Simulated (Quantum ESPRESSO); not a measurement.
CoO:

```xyz
2
Lattice="2.5705 0.0000 0.0000 0.0000 2.5705 0.0000 0.0000 0.0000 2.5705" Properties=species:S:1:pos:R:3 pbc="T T T"
Co    0.0000    0.0000    0.0000
O     1.2853    1.2853    1.2853
```

Measurements of this composition are mostly on another form, of space group No. 225.

Alike in all runs: program Quantum ESPRESSO 7.5; functional PBEsol; potentials or basis PseudoDojo 0.4.1 SR PBEsol standard; cutoff 1306 eV; density cutoff 5225 eV; k mesh 7 × 7 × 7; occupations gaussian, width 0.05 eV; hubbard terms Co d U = 2 eV.

Q: Only the start or the spin constraint differs. Which run ends lowest in energy?
A. collinear spin, zero start; state nm spin; fixed moment 0; occupations atomic
B. no spin polarisation; state nm; occupations atomic
C. collinear spin, ferromagnetic start of up to 3 μB; state fm; occupations atomic

A: C.

```csv
start,free energy over the lowest (meV/atom),net moment (μB),site or absolute moments (μB),gap
no spin polarisation; state nm; occupations atomic,607.2,-,-,none (metal or under the smearing width)
"collinear spin, zero start; state nm spin; fixed moment 0; occupations atomic",607.2,0.00,-,-
"collinear spin, ferromagnetic start of up to 3 μB; state fm; occupations atomic",0.0,3.00,Co +2.52; O +0.39,0.71 eV
```

Allowing spin polarisation gains 607 meV/atom. Runs with fixed or held moments lie higher by the price of the constraint. A still lower state may exist.

Caveats: an odd mesh through Γ misses points on the zone boundary, where band edges often lie (some runs); a cell with one magnetic atom can't hold antiferromagnetic order, which such compounds often take (some runs); an odd number of electrons without spin polarisation forces a metal (some runs); a magnetic or distorted state may lie lower (some runs); U without spin polarisation on a metal has little footing (some runs); the total moment is fixed, so each spin has its own Fermi level (some runs).
